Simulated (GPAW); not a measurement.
Here is a GPAW 26.7.0 calculation.

Contents of run.py:

```python
from ase.filters import FrechetCellFilter
from ase.io import read, write
from ase.optimize import BFGS
from gpaw import GPAW, PW, setup_paths

setup_paths.insert(0, '.')

atoms = read('AlO.xyz')

calc = GPAW(mode=PW(800),
            xc='AM05',
            kpts={'size': (8, 8, 8), 'gamma': True},
            occupations={'name': 'fermi-dirac', 'width': 0.05},
            nbands=12,
            convergence={'density': 1e-05, 'energy': 1e-05},
            maxiter=150,
            txt='gpaw.txt')
atoms.calc = calc
opt = BFGS(FrechetCellFilter(atoms), trajectory='relax.traj', logfile='-')
done = opt.run(fmax=0.02, steps=60)
calc.write('gs.gpw')
write('result.traj', atoms)
print('Converged:', done)
print('Cell:', atoms.cell.cellpar().round(4))
print('Volume:', round(atoms.get_volume(), 4))
print(atoms.get_scaled_positions().round(5))
```

The input AlO.xyz:

```xyz
2
Lattice="2.7691900000 0.0000000000 0.0000000000 0.0000000000 2.7691900000 0.0000000000 0.0000000000 0.0000000000 2.7691900000" Properties=species:S:1:pos:R:3 pbc="T T T"
Al     1.3845950000      1.3845950000      1.3845950000
O      0.0000000000      0.0000000000      0.0000000000
```

Potentials or basis: PAW data sets generated in the run's folder for this functional, pw.

Run with:

```bash
$ gpaw-setup -f AM05 Al O
$ OMP_NUM_THREADS=1 python run.py
```

**Question.** Estimate the relaxed volume.

**Answer.** 10.28 Å³/atom.

**Question.** Estimate the space group after relaxing (to 0.05 Å).

**Answer.** Pm-3m (No. 221).

Final structure:
```
CELL_PARAMETERS angstrom
2.73952 0.00000 0.00000
0.00000 2.73952 0.00000
0.00000 0.00000 2.73952
ATOMIC_POSITIONS crystal
Al 0.50000 0.50000 0.50000
O 0.00000 0.00000 0.00000
```

Caveat: later steps reuse the first step's grids; an odd number of electrons without spin polarisation forces a metal; a magnetic or distorted state may lie lower.
